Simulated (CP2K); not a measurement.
# AlN (Fm-3m) in CP2K: reference runs

Aim: a first look at AlN with PBE, on the cell as given and on a disturbed one, then over a range of volumes.

All numbers are computed with CP2K 2026.2; they aren't measurements. Logs are shortened: lines on timing, memory, paths and dates and some standing lists are left out, and cuts for length are marked.

## (1) The structure

Symmetry: Fm-3m, No. 225, cubic system. The conventional cell has a = 4.069 Å, b = 4.069 Å, c = 4.069 Å, α = 90.00°, β = 90.00°, γ = 90.00°. Al (site symmetry m-3m) has 6 N at 2.03 Å as nearest neighbours. Around N (site symmetry m-3m) lie 6 Al at 2.03 Å.

Measurements of this composition are mostly on another form, of space group No. 186.

## (2) Single point, PBE

aln_scf.inp reads:

```
&GLOBAL
  PROJECT aln_scf
  RUN_TYPE ENERGY_FORCE
  PRINT_LEVEL LOW
&END GLOBAL
&FORCE_EVAL
  METHOD QS
  STRESS_TENSOR ANALYTICAL
  &DFT
    BASIS_SET_FILE_NAME BASIS_MOLOPT_UZH
    POTENTIAL_FILE_NAME POTENTIAL_UZH
    &MGRID
      CUTOFF 450
      REL_CUTOFF 60
      NGRIDS 5
    &END MGRID
    &QS
      METHOD GPW
      EPS_DEFAULT 1.0E-10
    &END QS
    &KPOINTS
      SCHEME MONKHORST-PACK 11 11 11
      GAMMA_CENTERED T
      SYMMETRY T
      SYMMETRY_BACKEND SPGLIB
    &END KPOINTS
    &SCF
      SCF_GUESS ATOMIC
      EPS_SCF 1.0E-6
      MAX_SCF 100
      ADDED_MOS 10
      CHOLESKY OFF
      EPS_EIGVAL 1.0E-7
      &DIAGONALIZATION ON
        ALGORITHM STANDARD
      &END DIAGONALIZATION
      &MIXING ON
        METHOD BROYDEN_MIXING
        ALPHA 0.4
        BETA 1.5
        NBUFFER 8
      &END MIXING
      &SMEAR ON
        METHOD FERMI_DIRAC
        ELECTRONIC_TEMPERATURE 580.23
      &END SMEAR
    &END SCF
    &XC
      &XC_FUNCTIONAL
        &GGA_X_PBE
        &END GGA_X_PBE
        &GGA_C_PBE
        &END GGA_C_PBE
      &END XC_FUNCTIONAL
    &END XC
    &PRINT
      &KPOINTS ON
      &END KPOINTS
      &MULLIKEN ON
      &END MULLIKEN
      &MO ON
        ENERGIES T
        OCCUPATION_NUMBERS T
        &EACH
          QS_SCF 0
        &END EACH
        ADD_LAST NUMERIC
      &END MO
      &LOWDIN ON
      &END LOWDIN
      &HIRSHFELD ON
        SHAPE_FUNCTION DENSITY
      &END HIRSHFELD
    &END PRINT
  &END DFT
  &SUBSYS
    &CELL
      A 2.8772429485 0.0000000000 0.0000000000
      B 1.4386214742 2.4917654863 0.0000000000
      C 1.4386214742 0.8305884954 2.3492590299
      PERIODIC XYZ
    &END CELL
    &COORD
      SCALED
      Al  0.5000000000 0.5000000000 0.5000000000
      N   0.0000000000 0.0000000000 0.0000000000
    &END COORD
    &KIND Al
      BASIS_SET TZVP-MOLOPT-PBE-GTH-q3
      POTENTIAL GTH-PBE-q3
    &END KIND
    &KIND N
      BASIS_SET TZVP-MOLOPT-PBE-GTH-q5
      POTENTIAL GTH-PBE-q5
    &END KIND
    &PRINT
      &ATOMIC_COORDINATES ON
      &END ATOMIC_COORDINATES
      &CELL ON
      &END CELL
      &SYMMETRY ON
      &END SYMMETRY
    &END PRINT
  &END SUBSYS
  &PRINT
    &FORCES ON
    &END FORCES
    &STRESS_TENSOR ON
    &END STRESS_TENSOR
  &END PRINT
&END FORCE_EVAL
```

Potentials or basis: POTENTIAL_UZH Al GTH-PBE-q3, N GTH-PBE-q5; TZVP-MOLOPT-PBE-GTH basis.

Run with:

```sh
$ OMP_NUM_THREADS=1 cp2k.psmp -i aln_scf.inp -o aln_scf.out
```

aln_scf.out:

```text

 CP2K| version string:                                       CP2K version 2026.2
 CP2K| Input file name                                               aln_scf.inp

 GLOBAL| Force Environment number                                              1
 GLOBAL| Basis set file name                                    BASIS_MOLOPT_UZH
 GLOBAL| Potential file name                                       POTENTIAL_UZH
 GLOBAL| MM Potential file name                                     MM_POTENTIAL
 GLOBAL| Coordinate file name                                      __STD_INPUT__
 GLOBAL| Method name                                                        CP2K
 GLOBAL| Project name                                                    aln_scf
 GLOBAL| Run type                                                   ENERGY_FORCE
 GLOBAL| FFT library                                                       FFTW3
[... 8 lines left out ...]
 GLOBAL| CPU model name                                                  UNKNOWN

 CELL| Volume [angstrom^3]:                                            16.842812
 CELL| Vector a [angstrom]:       2.877     0.000     0.000   |a| =     2.877243
 CELL| Vector b [angstrom]:       1.439     2.492     0.000   |b| =     2.877243
 CELL| Vector c [angstrom]:       1.439     0.831     2.349   |c| =     2.877243
 CELL| Angle (b,c), alpha [degree]:                                    60.000000
 CELL| Angle (a,c), beta  [degree]:                                    60.000000
 CELL| Angle (a,b), gamma [degree]:                                    60.000000
 CELL| Numerically orthorhombic:                                              NO
 CELL| Periodicity                                                           XYZ

 CELL_REF| Volume [angstrom^3]:                                        16.842812
 CELL_REF| Vector a [angstrom     2.877     0.000     0.000   |a| =     2.877243
 CELL_REF| Vector b [angstrom     1.439     2.492     0.000   |b| =     2.877243
 CELL_REF| Vector c [angstrom     1.439     0.831     2.349   |c| =     2.877243
 CELL_REF| Angle (b,c), alpha [degree]:                                60.000000
 CELL_REF| Angle (a,c), beta  [degree]:                                60.000000
 CELL_REF| Angle (a,b), gamma [degree]:                                60.000000
 CELL_REF| Numerically orthorhombic:                                          NO
 CELL_REF| Periodicity                                                       XYZ
[... 10 lines left out ...]

  Total number of            - Atomic kinds:                                   2
                             - Atoms:                                          2
                             - Shell sets:                                     2
                             - Shells:                                        14
                             - Primitive Cartesian functions:                  9
                             - Cartesian basis functions:                     36
                             - Spherical basis functions:                     34

  Maximum angular momentum of- Orbital basis functions:                        2
                             - Local part of the GTH pseudopotential:          2
[... 144 lines left out ...]
 MO|      3               0.310776               8.456652               2.000000
 MO|      4               0.310776               8.456654               2.000000
 MO|      5               0.572742              15.585089               0.000000
 MO|      6               0.750399              20.419392               0.000000
 MO|      7               0.750404              20.419543               0.000000
 MO|      8               0.822997              22.394887               0.000000
 MO|      9               0.943154              25.664521               0.000000
 MO|     10               1.110848              30.227713               0.000000
 MO|     11               1.110851              30.227784               0.000000
 MO|     12               1.427837              38.853409               0.000000
 MO|     13               1.454936              39.590817               0.000000
[... 263 lines left out ...]
 MO|      4               0.278822               7.587128               2.000000
 MO|      5               0.623985              16.979488               0.000000
 MO|      6               0.682460              18.570672               0.000000
 MO|      7               0.738729              20.101848               0.000000
 MO|      8               0.859473              23.387444               0.000000
 MO|      9               0.964916              26.256687               0.000000
 MO|     10               1.138162              30.970963               0.000000
 MO|     11               1.208398              32.882181               0.000000
 MO|     12               1.306733              35.558012               0.000000
 MO|     13               1.384138              37.664310               0.000000
 MO|     14               1.538397              41.861909               0.000000
 MO| Sum:                                                               8.000000
 MO| E(Fermi):            0.439399 a.u.         11.956646 eV
 MO| Band gap:            0.345163 a.u.          9.392360 eV

 [... the levels of further k-points ...]

 !-----------------------------------------------------------------------------!
                     Mulliken Population Analysis

 #  Atom  Element  Kind  Atomic population                           Net charge
       1     Al       1          0.858980                              2.141020
       2     N        2          7.141020                             -2.141020
 # Total charge                              8.000000                  0.000000

 !-----------------------------------------------------------------------------!

 !-----------------------------------------------------------------------------!
                           Hirshfeld Charges

  #Atom  Element  Kind  Ref Charge     Population                    Net charge
      1       Al     1       3.000          2.669                         0.331
      2       N      2       5.000          5.331                        -0.331

  Total Charge                                                           -0.000
 !-----------------------------------------------------------------------------!

 LOWDIN POPULATION ANALYSIS

 #  Atom  Element  Kind  Atomic population                           Net charge
       1     Al       1          2.918414                              0.081586
       2     N        2          5.081586                             -0.081586
 # Total charge                              8.000000                 -0.000000

 ENERGY| Total FORCE_EVAL ( QS ) energy [hartree]            -12.116221409238243

 FORCES| Atomic forces [hartree/bohr]
 FORCES|   Atom     x               y               z               |f|
 FORCES|      1  5.76394573E-16 -2.30891558E-15  1.90887449E-15   3.05075789E-15
 FORCES|      2  5.90630957E-15 -1.33185805E-17  8.33212797E-15   1.02131791E-14
 FORCES| Sum     6.48270415E-15 -2.32223416E-15  1.02410025E-14
 FORCES| Total atomic force                                       1.23408410E-14

 STRESS| Analytical stress tensor [bar]
 STRESS|                        x                   y                   z
 STRESS|      x       -1.54317653486E+03   3.39924065933E+00   2.46716512850E+00
 STRESS|      y        3.39924065933E+00  -1.54508974430E+03   2.94292206914E+00
 STRESS|      z        2.46716512850E+00   2.94292206914E+00  -1.54669004984E+03
 STRESS| 1/3 Trace                                            -1.54498544300E+03
 STRESS| Determinant                                          -3.68780391010E+09

 STRESS| Eigenvectors and eigenvalues of the analytical stress tensor [bar]
 STRESS|                        1                   2                   3
 STRESS| Eigenvalues  -1.54894343510E+03  -1.54720735292E+03  -1.53880554098E+03
 STRESS|      x           0.036196637386     -0.720182802348      0.692839472493
 STRESS|      y          -0.626500876118      0.523785310224      0.577187665337
 STRESS|      z           0.778579768338      0.454956789152      0.432235889694
```

It took 77 s on 1 thread of Arm Neoverse V2, shared host; peak memory 0.27 GiB.

What came out:

* Free energy: -329.6992 eV
* Pressure: -0.2 GPa
* Band gap on the k mesh: 4.55 eV, indirect (least direct gap 5.39 eV)
* Mulliken charges: Al +2.14; N -2.14 e
* Hirshfeld charges: Al +0.33; N -0.33 e

Levels at points of the mesh, in eV from the valence-band top:
| k point | band 1 | band 2 | band 3 | band 4 | band 5 | band 6 | band 7 | band 8 | band 9 |
| --- | --- | --- | --- | --- | --- | --- | --- | --- | --- |
| (0.00, 0.00, 0.00) | -17.42 | 0.00 | 0.00 | 0.00 | 5.39 | 12.84 | 12.84 | 12.84 | 18.28 |

Caveat: Mulliken charges move with the basis; an odd mesh through Γ misses points on the zone boundary, where band edges often lie; the basis of atomic orbitals isn't converged, which shifts pressures, moduli and gaps.

## (3) Single point, PBE, 8.42 Å³/atom

aln_eos.inp reads:

```
&GLOBAL
  PROJECT aln_eos
  RUN_TYPE ENERGY_FORCE
  PRINT_LEVEL LOW
&END GLOBAL
&FORCE_EVAL
  METHOD QS
  STRESS_TENSOR ANALYTICAL
  &DFT
    BASIS_SET_FILE_NAME BASIS_MOLOPT_UZH
    POTENTIAL_FILE_NAME POTENTIAL_UZH
    &MGRID
      CUTOFF 450
      REL_CUTOFF 60
      NGRIDS 5
    &END MGRID
    &QS
      METHOD GPW
      EPS_DEFAULT 1.0E-10
    &END QS
    &KPOINTS
      SCHEME MONKHORST-PACK 11 11 11
      GAMMA_CENTERED T
      SYMMETRY T
      SYMMETRY_BACKEND SPGLIB
    &END KPOINTS
    &SCF
      SCF_GUESS ATOMIC
      EPS_SCF 1.0E-6
      MAX_SCF 100
      ADDED_MOS 10
      CHOLESKY OFF
      EPS_EIGVAL 1.0E-7
      &DIAGONALIZATION ON
        ALGORITHM STANDARD
      &END DIAGONALIZATION
      &MIXING ON
        METHOD BROYDEN_MIXING
        ALPHA 0.4
        BETA 1.5
        NBUFFER 8
      &END MIXING
      &SMEAR ON
        METHOD FERMI_DIRAC
        ELECTRONIC_TEMPERATURE [K] 580.226
      &END SMEAR
    &END SCF
    &XC
      &XC_FUNCTIONAL PBE
      &END XC_FUNCTIONAL
    &END XC
    &PRINT
      &KPOINTS ON
      &END KPOINTS
      &MULLIKEN ON
      &END MULLIKEN
      &MO ON
        ENERGIES T
        OCCUPATION_NUMBERS T
        &EACH
          QS_SCF 0
        &END EACH
        ADD_LAST NUMERIC
      &END MO
    &END PRINT
  &END DFT
  &SUBSYS
    &CELL
      ABC 2.8772429485 2.8772429485 2.8772429484
      ALPHA_BETA_GAMMA 60.0000000006 60.0000000003 60.0000000013
      PERIODIC XYZ
    &END CELL
    &COORD
      SCALED
      Al  0.5000000000 0.5000000000 0.5000000000
      N   0.0000000000 0.0000000000 0.0000000000
    &END COORD
    &KIND Al
      BASIS_SET TZVP-MOLOPT-PBE-GTH-q3
      POTENTIAL GTH-PBE-q3
    &END KIND
    &KIND N
      BASIS_SET TZVP-MOLOPT-PBE-GTH-q5
      POTENTIAL GTH-PBE-q5
    &END KIND
    &PRINT
      &ATOMIC_COORDINATES ON
      &END ATOMIC_COORDINATES
      &CELL ON
      &END CELL
    &END PRINT
  &END SUBSYS
  &PRINT
    &FORCES ON
    &END FORCES
    &STRESS_TENSOR ON
    &END STRESS_TENSOR
  &END PRINT
&END FORCE_EVAL
```

Potentials or basis: POTENTIAL_UZH Al GTH-PBE-q3, N GTH-PBE-q5; TZVP-MOLOPT-PBE-GTH basis.

Run with:

```sh
$ OMP_NUM_THREADS=1 cp2k.psmp -i aln_eos.inp -o aln_eos.out
```

Run time: 78 s. Hardware: 1 thread of Arm Neoverse V2, shared host; peak memory 0.26 GiB.

The run converged. Its results:

| Quantity | Value |
| --- | --- |
| Free energy | -329.6992 eV |
| Pressure | -0.2 GPa |
| Band gap on the k mesh | 4.55 eV, indirect (least direct gap 5.39 eV) |
| Mulliken charges | Al +2.14; N -2.14 e |

Caveat: Mulliken charges move with the basis; an odd mesh through Γ misses points on the zone boundary, where band edges often lie; the basis of atomic orbitals isn't converged, which shifts pressures, moduli and gaps.

## (4) Single point, PBE, 8.25 Å³/atom (volume scaled by 0.98)

Edit aln_eos.inp of step 3 so:

```diff
@@ -11,2 +11,3 @@
     POTENTIAL_FILE_NAME POTENTIAL_UZH
+    WFN_RESTART_FILE_NAME previous-RESTART.kp
     &MGRID
@@ -27,3 +28,3 @@
     &SCF
-      SCF_GUESS ATOMIC
+      SCF_GUESS RESTART
       EPS_SCF 1.0E-6
@@ -68,4 +69,4 @@
     &CELL
-      ABC 2.8772429485 2.8772429485 2.8772429484
-      ALPHA_BETA_GAMMA 60.0000000006 60.0000000003 60.0000000013
+      ABC 2.8579320113 2.8579320113 2.8579320112
+      ALPHA_BETA_GAMMA 60.0000000006 60.0000000003 60.0000000011
       PERIODIC XYZ
```

Run with:

```sh
$ OMP_NUM_THREADS=1 cp2k.psmp -i aln_eos.inp -o aln_eos.out
```

Wall time 73 s (1 thread of Arm Neoverse V2, shared host); peak memory 0.26 GiB.

The run converged. Its results:

```yaml
Free_energy: -329.6942 eV
Pressure: 5.0 GPa
Band_gap_on_the_k_mesh: 4.74 eV, indirect (least direct gap 5.68 eV)
Mulliken_charges: Al +2.18; N -2.18 e
```

Caveat: Mulliken charges move with the basis; an odd mesh through Γ misses points on the zone boundary, where band edges often lie; the basis of atomic orbitals isn't converged, which shifts pressures, moduli and gaps.

## (5) Single point, PBE, 8.59 Å³/atom (volume scaled by 1.02)

Edit aln_eos.inp of step 4 so:

```diff
@@ -69,4 +69,4 @@
     &CELL
-      ABC 2.8579320113 2.8579320113 2.8579320112
-      ALPHA_BETA_GAMMA 60.0000000006 60.0000000003 60.0000000011
+      ABC 2.8962980929 2.8962980929 2.8962980928
+      ALPHA_BETA_GAMMA 59.9999999996 59.9999999999 60.0000000010
       PERIODIC XYZ
```

Run with:

```sh
$ OMP_NUM_THREADS=1 cp2k.psmp -i aln_eos.inp -o aln_eos.out
```

Wall time 78 s (1 thread of Arm Neoverse V2, shared host); peak memory 0.25 GiB.

It converged, with:

| Quantity | Value |
| --- | --- |
| Free energy | -329.6939 eV |
| Pressure | -4.8 GPa |
| Band gap on the k mesh | 4.37 eV, indirect (least direct gap 5.12 eV) |
| Mulliken charges | Al +2.11; N -2.11 e |

Caveat: Mulliken charges move with the basis; an odd mesh through Γ misses points on the zone boundary, where band edges often lie; the basis of atomic orbitals isn't converged, which shifts pressures, moduli and gaps.

## (6) Single point, PBE, 8.08 Å³/atom (volume scaled by 0.96)

Edit aln_eos.inp of step 5 so:

```diff
@@ -69,4 +69,4 @@
     &CELL
-      ABC 2.8962980929 2.8962980929 2.8962980928
-      ALPHA_BETA_GAMMA 59.9999999996 59.9999999999 60.0000000010
+      ABC 2.8383565201 2.8383565202 2.8383565201
+      ALPHA_BETA_GAMMA 60.0000000002 60.0000000008 60.0000000018
       PERIODIC XYZ
```

Potentials or basis: POTENTIAL_UZH Al GTH-PBE-q3, N GTH-PBE-q5; TZVP-MOLOPT-PBE-GTH basis.

Run with:

```sh
$ OMP_NUM_THREADS=1 cp2k.psmp -i aln_eos.inp -o aln_eos.out
```

Run time: 82 s. Hardware: 1 thread of Arm Neoverse V2, shared host; peak memory 0.26 GiB.

The run converged. Its results:

| Item | Value |
| --- | --- |
| Free energy | -329.6778 eV |
| Pressure | 10.7 GPa |
| Band gap on the k mesh | 4.93 eV, indirect (least direct gap 5.97 eV) |
| Mulliken charges | Al +2.21; N -2.21 e |

Caveat: Mulliken charges move with the basis; an odd mesh through Γ misses points on the zone boundary, where band edges often lie; the basis of atomic orbitals isn't converged, which shifts pressures, moduli and gaps.

## (7) Single point, PBE, 8.76 Å³/atom (volume scaled by 1.04)

Edit aln_eos.inp of step 6 so:

```diff
@@ -69,4 +69,4 @@
     &CELL
-      ABC 2.8383565201 2.8383565202 2.8383565201
-      ALPHA_BETA_GAMMA 60.0000000002 60.0000000008 60.0000000018
+      ABC 2.9151057503 2.9151057504 2.9151057503
+      ALPHA_BETA_GAMMA 60.0000000017 60.0000000011 60.0000000021
       PERIODIC XYZ
```

Run with:

```sh
$ OMP_NUM_THREADS=1 cp2k.psmp -i aln_eos.inp -o aln_eos.out
```

It took 66 s on 1 thread of Arm Neoverse V2, shared host; peak memory 0.26 GiB.

Results (log left out):

```yaml
Free_energy: -329.6792 eV
Pressure: -9.1 GPa
Band_gap_on_the_k_mesh: 4.20 eV, indirect (least direct gap 4.85 eV)
Mulliken_charges: Al +2.08; N -2.08 e
```

Caveat: Mulliken charges move with the basis; an odd mesh through Γ misses points on the zone boundary, where band edges often lie; the basis of atomic orbitals isn't converged, which shifts pressures, moduli and gaps.

## (8) Single point, PBE, 7.92 Å³/atom (volume scaled by 0.94)

Edit aln_eos.inp of step 7 so:

```diff
@@ -69,4 +69,4 @@
     &CELL
-      ABC 2.9151057503 2.9151057504 2.9151057503
-      ALPHA_BETA_GAMMA 60.0000000017 60.0000000011 60.0000000021
+      ABC 2.8185072238 2.8185072238 2.8185072237
+      ALPHA_BETA_GAMMA 60.0000000006 60.0000000013 60.0000000022
       PERIODIC XYZ
```

Run with:

```sh
$ OMP_NUM_THREADS=1 cp2k.psmp -i aln_eos.inp -o aln_eos.out
```

It took 72 s on 1 thread of Arm Neoverse V2, shared host; peak memory 0.25 GiB.

It converged, with:

```
Free energy            : -329.6489 eV
Pressure               : 17.0 GPa
Band gap on the k mesh : 5.13 eV, indirect (least direct gap 6.28 eV)
Mulliken charges       : Al +2.25; N -2.25 e
```

Caveat: Mulliken charges move with the basis; an odd mesh through Γ misses points on the zone boundary, where band edges often lie; the basis of atomic orbitals isn't converged, which shifts pressures, moduli and gaps.

## (9) Single point, PBE, 8.93 Å³/atom (volume scaled by 1.06)

Edit aln_eos.inp of step 8 so:

```diff
@@ -69,4 +69,4 @@
     &CELL
-      ABC 2.8185072238 2.8185072238 2.8185072237
-      ALPHA_BETA_GAMMA 60.0000000006 60.0000000013 60.0000000022
+      ABC 2.9336738035 2.9336738035 2.9336738035
+      ALPHA_BETA_GAMMA 60.0000000003 60.0000000008 60.0000000014
       PERIODIC XYZ
```

Potentials or basis: POTENTIAL_UZH Al GTH-PBE-q3, N GTH-PBE-q5; TZVP-MOLOPT-PBE-GTH basis.

Run with:

```sh
$ OMP_NUM_THREADS=1 cp2k.psmp -i aln_eos.inp -o aln_eos.out
```

It took 70 s on 1 thread of Arm Neoverse V2, shared host; peak memory 0.26 GiB.

Results (log left out):

* Free energy: -329.6561 eV
* Pressure: -12.9 GPa
* Band gap on the k mesh: 4.03 eV, indirect (least direct gap 4.60 eV)
* Mulliken charges: Al +2.05; N -2.05 e

Caveat: Mulliken charges move with the basis; an odd mesh through Γ misses points on the zone boundary, where band edges often lie; the basis of atomic orbitals isn't converged, which shifts pressures, moduli and gaps.

## (10) Equation of state, PBE

Potentials or basis: POTENTIAL_UZH Al GTH-PBE-q3, N GTH-PBE-q5; TZVP-MOLOPT-PBE-GTH basis.

This step only gathers the single runs of the series.

What came out:

- Equilibrium volume: 8.42 Å³/atom
- Bulk modulus: 246 GPa
- Pressure derivative of the bulk modulus: 3.8

Energy against volume, from the lowest point:
```csv
volume (Å³/atom),energy (meV/atom)
7.916,25.16
8.085,10.71
8.253,2.50
8.421,0.00
8.590,2.65
8.758,9.98
8.927,21.56
```

Caveat: the basis of atomic orbitals isn't converged, which shifts pressures, moduli and gaps.

(Continued in part 2 of 2.)
